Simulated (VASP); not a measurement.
**A VASP 6.6.1 relaxation on NaF**

INCAR

```
PREC = Accurate
LCHARG = .FALSE.
ENCUT = 600
GGA = PS
ISMEAR = 2
NBANDS = 14
LWAVE = .FALSE.
NELM = 65
NSW = 40
EDIFFG = 1E-5
LREAL = .FALSE.
EDIFF = 1E-7
SIGMA = 0.1
ISIF = 3
NELECT = 14.02
LASPH = .TRUE.
IBRION = 2
```

KPOINTS

```
KPOINTS created by Atomic Simulation Environment
0
Gamma
8 8 8
0 0 0
```

POSCAR

```
Na F
 1.0000000000000000
     2.8648043891630715    0.0000000000000000   -0.0000000000000000
     0.0000000000000000    2.8648043891630715    0.0000000000000000
     0.0000000000000000    0.0000000000000000    2.8648043891630715
 Na  F
   1   1
Cartesian
  0.0000000000000000  0.0000000000000000 -0.0000000000000000
  1.4324021945815355  1.4324021945815355  1.4324021945815355
```

The recommended PBE PAW datasets give the neutral cell 14 valence electrons.

Command

```
mpirun -np 1 vasp_std
```

OSZICAR

```
N       E                     dE             d eps       ncg     rms          rms(c)
DAV:   1     0.115503594711E+03    0.11550E+03   -0.83748E+03   992   0.138E+03
DAV:   2    -0.338114801023E+01   -0.11888E+03   -0.11112E+03  1094   0.367E+02
DAV:   3    -0.912006161762E+01   -0.57389E+01   -0.57283E+01  1106   0.711E+01
DAV:   4    -0.916794445908E+01   -0.47883E-01   -0.47881E-01  1124   0.693E+00
DAV:   5    -0.916840369335E+01   -0.45923E-03   -0.45923E-03  1142   0.681E-01    0.469E+00
DAV:   6    -0.842985296062E+01    0.73855E+00   -0.22581E+00  1166   0.138E+01    0.176E+00
DAV:   7    -0.839836225017E+01    0.31491E-01   -0.29650E-02  1044   0.285E+00    0.992E-01
DAV:   8    -0.838193964371E+01    0.16423E-01   -0.25124E-02  1046   0.432E+00    0.143E-01
DAV:   9    -0.838220218756E+01   -0.26254E-03   -0.29820E-03  1210   0.679E-01    0.705E-02
DAV:  10    -0.838220376509E+01   -0.15775E-05   -0.52144E-04  1094   0.200E-01    0.380E-02
...
   3 F= -.83840756E+01 E0= -.83840234E+01  d E =-.188577E-02
       N       E                     dE             d eps       ncg     rms          rms(c)
DAV:   1    -0.838567525381E+01   -0.15997E-02   -0.25359E-02  1100   0.234E+00    0.311E-01
DAV:   2    -0.838427116084E+01    0.14041E-02   -0.45483E-03  1148   0.624E-01    0.828E-02
DAV:   3    -0.838416789417E+01    0.10327E-03   -0.11469E-04  1110   0.244E-01    0.445E-02
DAV:   4    -0.838412569650E+01    0.42198E-04   -0.24068E-05  1256   0.142E-01    0.548E-03
DAV:   5    -0.838412393741E+01    0.17591E-05   -0.33754E-06  1292   0.301E-02    0.119E-03
DAV:   6    -0.838412374382E+01    0.19359E-06   -0.27920E-07   896   0.807E-03    0.485E-04
DAV:   7    -0.838412377728E+01   -0.33461E-07   -0.84873E-09   514   0.126E-03
   4 F= -.83841238E+01 E0= -.83840716E+01  d E =-.193397E-02
```

From OUTCAR

```
k-points           NKPTS =     35   k-points in BZ     NKDIM =     35   number of bands    NBANDS=     14

   NELECT =      14.0200    total number of electrons

   dimension x,y,z NGX =    24 NGY =   24 NGZ =   24
   dimension x,y,z NGXF=    48 NGYF=   48 NGZF=   48

  energy-cutoff  :      600.00
  volume of cell :       22.97
      direct lattice vectors                 reciprocal lattice vectors
     2.842720785 -0.000000000 -0.000000000     0.351775667 -0.000000000 -0.000000000
     0.000000000  2.842720785 -0.000000000     0.000000000  0.351775667 -0.000000000
     0.000000000  0.000000000  2.842720785     0.000000000  0.000000000  0.351775667

 k-points in reciprocal lattice and weights: KPOINTS created by Atomic Simulation Env
   0.00000000  0.00000000  0.00000000       0.002
   0.12500000  0.00000000  0.00000000       0.012
   0.25000000  0.00000000  0.00000000       0.012
   0.37500000  0.00000000  0.00000000       0.012
   0.50000000  0.00000000  0.00000000       0.006
   0.12500000  0.12500000  0.00000000       0.023
   0.25000000  0.12500000  0.00000000       0.047
   0.37500000  0.12500000  0.00000000       0.047
   ...

 E-fermi :   5.1424

 k-point     1 :       0.0000    0.0000    0.0000
  band No.  band energies     occupation
      1     -20.9535      2.00000
      2     -20.9535      2.00000
      3     -20.9535      2.00000
      4     -20.6683      2.00000
      5      -1.3447      2.00000
      6      -1.3447      2.00000
      7      -1.3447      2.00000
      8       4.6101      2.00000
      9      14.2912      0.00000
     10      14.2912      0.00000
     11      22.0422      0.00000
     12      22.0422      0.00000
     13      22.0422      0.00000
     14      29.4855      0.00000

 k-point     2 :       0.1250    0.0000    0.0000
  band No.  band energies     occupation
      1     -21.1365      2.00000
      2     -20.9496      2.00000
      3     -20.9496      2.00000
      4     -20.4749      2.00000
      5      -1.7544      2.00000
      6      -1.3267      2.00000
      7      -1.3267      2.00000
      8       5.1243      1.37333
      9      14.0065      0.00000
     10      14.5780      0.00000
     11      22.0052      0.00000
     12      22.0052      0.00000
     13      22.5251      0.00000
     14      27.9919      0.00000

 k-point     3 :       0.2500    0.0000    0.0000
  band No.  band energies     occupation
      1     -21.3718      2.00000
      2     -20.9402      2.00000
      3     -20.9402      2.00000
      4     -20.2120      2.00000
      5      -2.5897      2.00000
      6      -1.2829      2.00000
      7      -1.2829      2.00000
      8       6.3589      0.00000
      9      13.0650      0.00000
     10      15.4357      0.00000
     11      21.9130      0.00000
     12      21.9130      0.00000
     13      24.1457      0.00000
     14      24.7627      0.00000

 k-point     4 :       0.3750    0.0000    0.0000
  band No.  band energies     occupation
      1     -21.5382      2.00000
      2     -20.9308      2.00000
      3     -20.9308      2.00000
      4     -20.0140      2.00000
      5      -3.2949      2.00000
      6      -1.2381      2.00000
      7      -1.2381      2.00000
      8       7.9247      0.00000
      9      11.5853      0.00000
     10      16.8456      0.00000
     11      21.6287      0.00000
     12      21.8141      0.00000
     13      21.8141      0.00000
     14      24.7746      0.00000

 ...

  Total       -0.0004088     -0.0004088     -0.0004088      0.0000000      0.0000000     -0.0000000
  in kB       -0.0285128     -0.0285128     -0.0285128      0.0000000      0.0000000     -0.0000000
  external PRESSURE =      -0.0285128 kB  Pullay stress =       0.0000000 kB

 POSITION                                       TOTAL-FORCE (eV/Angst)
 -----------------------------------------------------------------------------------
      0.00000      0.00000      0.00000        -0.000000     -0.000000      0.000000
      1.42136      1.42136      1.42136         0.000000      0.000000      0.000000
 -----------------------------------------------------------------------------------
    total drift:                                0.000000      0.000000     -0.000000

  FREE ENERGIE OF THE ION-ELECTRON SYSTEM (eV)
  ---------------------------------------------------
  free  energy   TOTEN  =        -8.3841237773 eV

  energy  without entropy=       -8.3839149280  energy(sigma->0) =       -8.38407156
```

| ionic step | ΔE (meV/atom) | volume (Å³) | largest force (eV/Å) | pressure (GPa) | electronic steps |
| --- | --- | --- | --- | --- | --- |
| 1 | 0.0 | 23.51 | 0.000 | -1.10 | 13 |
| 2 | -0.7 | 23.24 | 0.000 | -0.55 | 7 |
| 3 | -0.9 | 23.05 | 0.000 | -0.17 | 7 |
| 4 | -1.0 | 22.97 | 0.000 | 0.00 | 7 |

It converged. Results: relaxed cell vector lengths 2.843, 2.843, 2.843 Å; relaxed cell volume 22.97 Å³.

The cell is charged and sits in a uniform background.

For comparison, a separate PBEsol relaxation on usual settings, not on those above, ends at 22.26 Å³.

The run above took about 16 s on one core of a shared host (Intel Xeon Platinum 8488C) and held 0.14 GiB at most.
